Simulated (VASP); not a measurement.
SrCl2, 3 atoms in the cell. Symmetry: Fm-3m, No. 225, cubic system. Conventional cell: a = 6.971 Å, b = 6.971 Å, c = 6.971 Å, α = 90.00°, β = 90.00°, γ = 90.00°. Sr (site symmetry m-3m) is surrounded by 8 Cl at 3.02 Å. Around Cl (site symmetry -43m) lie 4 Sr at 3.02 Å. 

```yaml
Program: VASP 6.6.1
Task: single point
Functional: r2SCAN
Potentials_or_basis: VASP PAW PBE potentials, release 64 (Sr_sv, Cl)
Cutoff: 520 eV
k_mesh: 6 × 6 × 6
Occupations: gaussian, width 0.05 eV
Spin: no spin polarisation
Dipole_correction: no
Further_INCAR_settings: ALGO = Normal; EDIFF = 1e-06; NBANDS = 19
```

Potentials or basis: VASP PAW PBE potentials, release 64 (Sr_sv, Cl).

The run is started by

```console
$ cat potpaw_PBE.64/Sr_sv/POTCAR potpaw_PBE.64/Cl/POTCAR > POTCAR
$ cp INCAR.step1 INCAR
$ mpirun -np 1 vasp_std > vasp.out
$ cp INCAR.step2 INCAR
$ mpirun -np 1 vasp_std > vasp.out
```

Hardware: 1 thread of Intel(R) Xeon(R) Platinum 8488C (Sapphire Rapids), with other jobs on the host.

Problem. Estimate the wall time of this run.

Solution. Run time: 72 s on 1 thread of Intel(R) Xeon(R) Platinum 8488C (Sapphire Rapids) (shared host), peak memory 0.26 GiB. Counts: scf iterations 9, k points 16.
